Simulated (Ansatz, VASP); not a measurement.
**MgSi: VASP beside Ansatz**

File INCAR:

```
SYSTEM = MgSi
PREC = Accurate
ENCUT = 520
EDIFF = 1E-7
ISMEAR = -1
SIGMA = 0.05
LREAL = .False.
LASPH = .True.
NELM = 100
ALGO = Normal
ISIF = 2
LWAVE = .False.
LCHARG = .False.
GGA = PS
NBANDS = 14
```

KPOINTS

```
regular mesh
0
Gamma
  9 9 6
  0 0 0
```

POSCAR

```
MgSi
1.0
    1.5319805010     -5.5324354883      0.0000000000
    1.5319805010      5.5324354883      0.0000000000
    0.0000000000      0.0000000000      4.4253011404
Si Mg
2 2
Direct
    0.5706380000      0.4293620000      0.7500000000
    0.4293620000      0.5706380000      0.2500000000
    0.1683810000      0.8316190000      0.2500000000
    0.8316190000      0.1683810000      0.7500000000
```

input.yaml

```yaml
crystal:
  lattice:
    - [1.531980501, -5.5324354883, 0.0]
    - [1.531980501, 5.5324354883, 0.0]
    - [0.0, 0.0, 4.4253011404]
  atoms:
    - { symbol: Si, position: [0.570638, 0.429362, 0.75] }
    - { symbol: Si, position: [0.429362, 0.570638, 0.25] }
    - { symbol: Mg, position: [0.168381, 0.831619, 0.25] }
    - { symbol: Mg, position: [0.831619, 0.168381, 0.75] }
hamiltonian:
  xc: pbesol
  pseudopotentials: { kind: paw }
kpoints:
  mp_grid: { grid: [9, 9, 6] }
scf:
  occupations: { method: fermi_dirac, width: 0.05 }
output:
  forces: true
  stress: true
  eigenvalues: true
  write_density: true
  write_potential: true
  elf: true
  volumetric_format: npy
```

Change from the starting cell: volume scaled by 1.06.

Alike in both runs: task single point; functional PBEsol; k mesh 9 × 9 × 6; occupations fermi-dirac, width 0.05 eV; no spin polarisation.

|  | VASP | Ansatz |
| --- | --- | --- |
| version | VASP 6.6.1 | Ansatz 0.2.0 |
| potentials or method | VASP PAW PBE potentials, release 64 (Si, Mg) | Ansatz PAW |
| plane-wave cutoff (eV) | 520 | 420 |
| valence electrons in the cell | 12 | 28 |

|  | VASP | Ansatz | Ansatz less VASP |
| --- | --- | --- | --- |
| gap on the k mesh at the Fermi level (eV) | none | none | - |
| pressure (GPa) | -4.5 | -4.4 | +0.05 |
| largest component of the traceless stress (GPa) | 0.28 | 0.27 | -0.011 |
| rms of the force components (eV/Å) | 0.105 | 0.106 | +0.0007 |

Atom by atom the forces differ by 0.002 eV/Å (rms over components). A gap of «none» marks a metal or a gap that the smearing closes. The two sets of potentials don't hold the same shells in valence.

Caveats: the PAW data sets were made with another functional, which shifts forces and pressure a little (VASP); the PAW data sets come from PBE, with cores solved anew for the run's functional, which leaves a small shift of forces and pressure (Ansatz).
